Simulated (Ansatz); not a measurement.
# Ge (Cmcm) in Ansatz: density of states with PBE+D3(BJ)

Aim: the density of states of Ge with PBE+D3(BJ).

Program: Ansatz 0.2.0. These are calculated values, not measurements. Logs are shortened: lines on timing, memory, paths and dates and some standing lists are left out, and cuts for length are marked.

### 1 The cell of the first run

It takes space group Cmcm (No. 63, orthorhombic). Conventional cell: a = 2.976 Å, b = 5.189 Å, c = 4.728 Å, α = 90.00°, β = 90.00°, γ = 90.00°. Ge (site symmetry m2m) is surrounded by 12 Ge at 2.92 to 2.99 Å.

This isn't the form of Ge at room conditions, which is diamond.

### 2 Density of states, PBE+D3(BJ), spin-orbit coupling, no magnetisation (the cell as VASP's run set it)

File input.yaml:

```yaml
crystal:
  lattice:
    - [2.9911061, 0.0, 0.0]
    - [-1.5105156839, 2.5816773753, 0.0]
    - [0.0, 0.0, 4.72759579]
  atoms:
    - { symbol: Ge, position: [0.33344663, 0.66655337, 0.25] }
    - { symbol: Ge, position: [0.66655337, 0.33344663, 0.75] }
kpoints:
  mp_grid: { grid: [10, 10, 6] }
scf:
  occupations: { method: gaussian, width: 0.05 }
hamiltonian:
  xc: pbe
  dispersion: d3bj
  pseudopotentials: { kind: all_electron, lapw: { basis_error: 0.001 } }
magnetization:
  noncollinear: true
  spin_orbit: true
output:
  forces: true
  stress: true
  eigenvalues: true
  dos: { projected: false, de: 0.1, e_range: [-14, 6] }
```

Potentials or basis: all-electron LAPW, relativistic spinors.

The run is started by

```sh
$ ansatz run input.yaml --threads 1 --pin off --max-ram 3072MiB --backend cpu --events-out ev --progress --plain --runs-dir out
```

What it wrote:

```text
Warning: RAYON_NUM_THREADS=1 ignored (pool sized by the plan → 1); use --threads N
LAPW: plane waves up to 7.234 Å⁻¹, error target 1.0e-3 eV per atom; Dirac's equation on spinors; Ge in spheres of 1.462 Å, 22 of its electrons in bands (how accurate: hamiltonian.pseudopotentials.lapw.basis_error, Limitations)
Engine: ansatz 0.2.0, x86_64-unknown-linux-gnu
Pseudopotentials: kind: all_electron
Pseudopotential: Ge, LAPW, valence charge 22, lapw/all_electron/dirac/gaussian/Ge, Dirac's equation, gaussian nucleus
Functional definition: PBE
  parameter kappa = 0.804
  parameter beta = 0.06672455060314922
  exchange = pbe_x(kappa = kappa, mu = beta*pi^2/3)
  correlation = pbe_c(beta = beta)
non-collinear run that drives no moment, with spin-orbit: no starting moment large enough to seed its density (crystal.atoms[].spin), no starting occupations that ask for one, no magnetisation constraint and no magnetic field, so the semilocal B_xc is pinned to zero
Crystal: 2 atoms, lattice volume = 36.507 Å³
Basis set: ecut = 199.4045983473864 eV, 245 PW (Γ), exchange–correlation at level 2
Bands: 54, of which v1, the nominal top of the filled ones, is band 44 counted from 1 (43 counted from 0)
Symmetry: 8 space group operations + 8 with time reversal
Magnetic group: BNS 63.458 (UNI 556), of the structure as read, at distance tolerance 3.3e-5 Å
k-points: 124 of 600
Non-local potential: Ge, projectors of the file, none
Initial density: superposition of atomic densities (chi_scale 0.1, normalization cell)
Initial wavefunctions: plane waves of lowest kinetic energy (no species holds an atomic orbital)
Functional: x = pbe(κ = 0.804, μ = 0.2195149727645171), c = pbe(β = 0.06672455060314922)
iter 1 solved again at ethr=1.32e-5 eV; its pass at ethr=1.00e-1 eV (dr2=5.81e-3 eV) is discarded
SCF iter   1: F=—  HF=-114238.132804 eV  |F-HF|=—  |Δ(HF+E_count)|=         —  Δρ=5.33e-3  dr2=5.85e-3  dr2_m=0.00e0 (ungated)  ethr=1.32e-5  |M|=0.00e0 ∫|m|=0.00e0 μB  β_m=0.30  ⟨swp⟩=3.9  Hψ=47044  notcnv=0
preconditioner: auto → Kerker (q_TF=auto, 2.815 Å⁻¹)  [metal: Δε(μ)=0.015 eV  Ē_g=23.943 eV  σ=0.050 eV  W_gap=0.16  n_scr=22 (ndim 8)  ℏωp=32.5 eV  f_vac=0.000  D(μ)=1.63/eV (n_scr^D=22)]
spin=Noncollinear: Kerker preconditioning applied to the charge; magnetization (m_x, m_y, m_z) channels mix plain (no charge-response kernel on spin).
SCF iter   2: F=—  HF=-114238.112901 eV  |F-HF|=—  |Δ(HF+E_count)|=   1.99e-2  Δρ=3.98e-3  dr2=3.69e-3  dr2_m=0.00e0 (ungated)  ethr=1.32e-5  |M|=0.00e0 ∫|m|=0.00e0 μB  β_m=0.45  ⟨swp⟩=2.0  Hψ=19970  notcnv=0
SCF iter   3: F=—  HF=-114238.105671 eV  |F-HF|=—  |Δ(HF+E_count)|=   7.23e-3  Δρ=2.06e-3  dr2=1.31e-3  dr2_m=0.00e0 (ungated)  ethr=8.40e-6  |M|=0.00e0 ∫|m|=0.00e0 μB  β_m=0.52  ⟨swp⟩=2.0  Hψ=19980  notcnv=0
SCF iter   4: F=—  HF=-114238.105278 eV  |F-HF|=—  |Δ(HF+E_count)|=   3.93e-4  Δρ=1.00e-3  dr2=3.95e-4  dr2_m=0.00e0 (ungated)  ethr=2.98e-6  |M|=0.00e0 ∫|m|=0.00e0 μB  β_m=0.76  ⟨swp⟩=2.0  Hψ=19981  notcnv=0
iter 5 solved again at ethr=1.75e-8 eV; its pass at ethr=8.98e-7 eV (dr2=7.69e-6 eV) is discarded
SCF iter   5: F=—  HF=-114238.105323 eV  |F-HF|=—  |Δ(HF+E_count)|=   4.46e-5  Δρ=1.43e-4  dr2=7.65e-6  dr2_m=0.00e0 (ungated)  ethr=1.75e-8  |M|=0.00e0 ∫|m|=0.00e0 μB  β_m=0.88  ⟨swp⟩=2.1  Hψ=33530  notcnv=0
SCF iter   6: F=—  HF=-114238.105323 eV  |F-HF|=—  |Δ(HF+E_count)|=   8.69e-8  Δρ=3.51e-5  dr2=2.61e-7  dr2_m=0.00e0 (ungated)  ethr=1.74e-8  |M|=0.00e0 ∫|m|=0.00e0 μB  β_m=0.94  ⟨swp⟩=2.0  Hψ=19970  notcnv=0
SCF iter   7: F=-114238.105323 eV  HF=-114238.105323 eV  |F-HF|=9.27e-9  |Δ(HF+E_count)|=   1.73e-7  Δρ=8.06e-6  dr2=1.67e-8  dr2_m=0.00e0 (ungated)  ethr=5.93e-10  |M|=0.00e0 ∫|m|=0.00e0 μB  ⟨swp⟩=3.0  Hψ=20741  notcnv=0
SCF 1 converged in 7 iterations: F = -114238.105323 eV  dr2 = 1.67e-8
SCF converged after 7 iterations
Magnetization: |M| = 0.0000 μB,  M = (+0.0000, +0.0000, +0.0000) μB
Absolute magnetization: 0.0000 μB (∫|m|)
  site 0: m = (+0.0000, +0.0000, +0.0000) μB, |m| = 0.0000 μB  (R = 1.46 Å)
  site 1: m = (+0.0000, +0.0000, +0.0000) μB, |m| = 0.0000 μB  (R = 1.46 Å)
Free energy (F): -114238.105323 eV
Harris-Foulkes:  -114238.105323 eV  (|F-HF|=9.27e-9)
Internal energy: -114238.103276 eV  (E = F + TS)
E sigma→0 (E₀):  -114238.104299 eV
Entropy (-TS):   -0.002047 eV (-1.024 meV/atom)
Fermi energy:    13.248360 eV
--- Per-component energies (eV) ---
  E_band       = -1937.561878
  E_kinetic    = 116657.116042
  E_xc         = -4340.556524
  E_electrostatic = -226553.938063  (all electrons and nuclei)
  E_disp       = -0.724731  (pairwise vdW)
  E_smearing   = -0.002047  (= −TS)
  E_closure    = 0.000000  (closes the sum)
  E_atoms      = -114229.032317  (free atoms, spherical and without spin; not in F)
  Σ components = -114238.105323   (vs F -114238.105323, Δ=0.00e0)
  Basis errors (estimates in eV, not in F): energy 2.2e-4 per atom: plane waves 2.2e-4 (1.1e-4 summed), levels above the bands 0.0e0, relativity 2.7e-8, radial functions 3.8e-6, core shells 2.7e-12; eigenvalues (radial functions only) 1.5e-5; not estimated: angular momenta, meshes, grids; target (lapw.basis_error) 1.0e-3; muffin-tin radii Ge 1.462 Å
--- Forces (eV/Å), atoms counted from 1 ---
  atom   1  Ge    -0.00262953     0.00150804     0.00000000
  atom   2  Ge     0.00262953    -0.00150804     0.00000000
  max |Σ_I F_I| component: 4.34e-19 eV/Å
--- Stress (GPa, compression-positive) ---
        0.569061      -0.300215       0.000000
       -0.300215       0.217756       0.000000
        0.000000       0.000000       2.482460
  P = ⅓ Tr σ = 1.0898 GPa (10.898 kbar)
--- Band table (eV; the first three rows and the last of 124) ---
  k-point 0: bands = ["-150.4614", "-150.4614", "-150.4612", "-150.4612", "-100.4986", "-100.4986", "-100.4979", "-100.4979", "-96.2252", "-96.2252", "-96.2247", "-96.2247", "-96.2221", "-96.2221", "-96.2205", "-96.2205", "-11.7272", "-11.7272", "-11.7260", "-11.7260", "-11.7218", "-11.7218", "-11.6919", "-11.6919", "-11.1562", "-11.1562", "-11.1478", "-11.1478", "-11.1466", "-11.1466", "-11.1375", "-11.1375", "-11.1204", "-11.1204", "-11.0764", "-11.0764", "-0.1003", "-0.1003", "5.7950", "5.7950", "7.7310", "7.7310", "19.7841", "19.7841", "20.0784", "20.0784", "21.8315", "21.8315", "22.1580", "22.1580", "23.4133", "23.4133", "24.6342", "24.6342"]
  k-point 1: bands = ["-150.4613", "-150.4613", "-150.4612", "-150.4612", "-100.4986", "-100.4986", "-100.4979", "-100.4979", "-96.2251", "-96.2251", "-96.2248", "-96.2248", "-96.2220", "-96.2220", "-96.2206", "-96.2206", "-11.7271", "-11.7271", "-11.7236", "-11.7236", "-11.7223", "-11.7223", "-11.6940", "-11.6940", "-11.1611", "-11.1611", "-11.1510", "-11.1510", "-11.1397", "-11.1397", "-11.1332", "-11.1332", "-11.1185", "-11.1185", "-11.0803", "-11.0803", "0.0859", "0.0859", "4.4838", "4.4838", "9.4035", "9.4035", "19.9291", "19.9291", "20.2263", "20.2263", "21.4905", "21.4905", "21.9060", "21.9060", "22.0916", "22.0916", "24.7807", "24.7807"]
  k-point 2: bands = ["-150.4613", "-150.4613", "-150.4613", "-150.4613", "-100.4985", "-100.4985", "-100.4981", "-100.4981", "-96.2251", "-96.2251", "-96.2248", "-96.2248", "-96.2217", "-96.2217", "-96.2209", "-96.2209", "-11.7265", "-11.7265", "-11.7237", "-11.7237", "-11.7170", "-11.7170", "-11.6998", "-11.6998", "-11.1647", "-11.1647", "-11.1583", "-11.1583", "-11.1289", "-11.1289", "-11.1217", "-11.1217", "-11.1172", "-11.1172", "-11.0911", "-11.0911", "0.6450", "0.6450", "2.8716", "2.8716", "12.0905", "12.0905", "18.4172", "18.4172", "20.3381", "20.3381", "20.6441", "20.6441", "21.4714", "21.4714", "21.7878", "21.7878", "25.2189", "25.2189"]
  k-point 123: bands = ["-150.4612", "-150.4612", "-150.4612", "-150.4612", "-100.4986", "-100.4986", "-100.4986", "-100.4986", "-96.2257", "-96.2257", "-96.2257", "-96.2257", "-96.2214", "-96.2214", "-96.2214", "-96.2214", "-11.7197", "-11.7197", "-11.7197", "-11.7197", "-11.6952", "-11.6952", "-11.6952", "-11.6952", "-11.1544", "-11.1544", "-11.1544", "-11.1544", "-11.1206", "-11.1206", "-11.1206", "-11.1206", "-11.0715", "-11.0715", "-11.0715", "-11.0715", "6.2050", "6.2050", "6.2050", "6.2050", "8.3090", "8.3090", "8.3090", "8.3090", "17.5088", "17.5088", "17.5088", "17.5088", "18.3754", "18.3754", "18.3754", "18.3754", "21.9924", "21.9924"]
```

It took 3.4 min on 1 thread of Intel Xeon at 2.70GHz, shared host; peak memory 0.77 GiB.

What came out:

| Property | Result |
| --- | --- |
| Free energy | -114238.1053 eV |
| Pressure | 1.1 GPa |
| Largest force | 0.003 eV/Å |
| Band gap on the k mesh | none (metal or under the smearing width) |

Forces in eV/Å, atoms in the order of the input:
```
Ge  -0.003  0.002  0.000
Ge   0.003 -0.002  0.000
```

States per cell in windows of 0.5 eV (zero at the Fermi level; states under -8 eV left out):
```
from (eV)  total
     -8.0   0.34
     -7.5   0.32
     -7.0   0.33
     -6.5   0.48
     -6.0   0.30
     -5.5   0.07
     -5.0   0.07
     -4.5   0.20
     -4.0   0.39
     -3.5   0.57
     -3.0   0.45
     -2.5   0.31
     -2.0   0.43
     -1.5   0.51
     -1.0   0.44
     -0.5   0.45
      0.0   0.42
      0.5   0.45
      1.0   0.49
      1.5   0.51
      2.0   0.52
      2.5   0.55
      3.0   0.59
      3.5   0.55
      4.0   0.49
      4.5   0.54
      5.0   0.60
      5.5   0.67
```

Caveat: pairwise dispersion overbinds metals, which lowers pressure and volume.
